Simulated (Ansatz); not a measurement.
## MnF₂: do energies and stresses tell the same story?

Method: Ansatz 0.2.0, DFT PBE, scalar-relativistic, plane waves, PAW.

Cutoff 420 eV; k points 6×6×8 on the computed 6-atom cell (Γ-centred); Gaussian smearing, width 0.02 eV; collinear spin from starting moments 4.65 4.65 0 0 0 0 μB.

Relaxed cell: P4_2/mnm, a = 4.949 Å, b = 4.949 Å, c = 3.340 Å, α = 90.00°, β = 90.00°, γ = 90.00°, 6 atoms in the primitive cell.

Energies at zero smearing and pressures from the stress tensor, at volumes with shape and atoms relaxed:
```json
{"V (Å³/atom)": "12.818", "E − E(first) (meV/atom)": "0.00", "P (GPa)": "5.97"}
{"V (Å³/atom)": "13.227", "E − E(first) (meV/atom)": "-10.95", "P (GPa)": "2.73"}
{"V (Å³/atom)": "13.636", "E − E(first) (meV/atom)": "-14.34", "P (GPa)": "0.01"}
{"V (Å³/atom)": "14.045", "E − E(first) (meV/atom)": "-11.43", "P (GPa)": "-2.22"}
{"V (Å³/atom)": "14.454", "E − E(first) (meV/atom)": "-3.43", "P (GPa)": "-3.99"}
```

Check P = −dE/dV between neighbouring volumes, and get the bulk modulus from the pressures alone.

With 1 eV/Å³ = 160.2 GPa:
| middle V (Å³/atom) | −ΔE/ΔV (GPa) | mean P (GPa) |
| --- | --- | --- |
| 13.022 | 4.290 | 4.345 |
| 13.432 | 1.326 | 1.366 |
| 13.841 | -1.140 | -1.107 |
| 14.250 | -3.133 | -3.107 |

The two differ by 0.06 GPa at most. The mean of two end pressures misses the average over a step by about ΔV² P″/12, up to 0.04 GPa here; with that taken off 0.01 GPa remains. Around V = 13.636 Å³/atom, the two neighbours give B = −V ΔP/ΔV = 13.636 × 4.95 / 0.818 = 82.4 GPa, against B0 = 81.2 GPa from the Birch–Murnaghan fit of the energies.

The run saw a state lower than the one given here. Moments started parallel, and an antiferromagnetic order may lie lower.

Only this magnetic start was tried.

Cost: 6 runs of about 17 core-minutes in all, on AMD EPYC 7R43 (Zen 3) (shared hosts).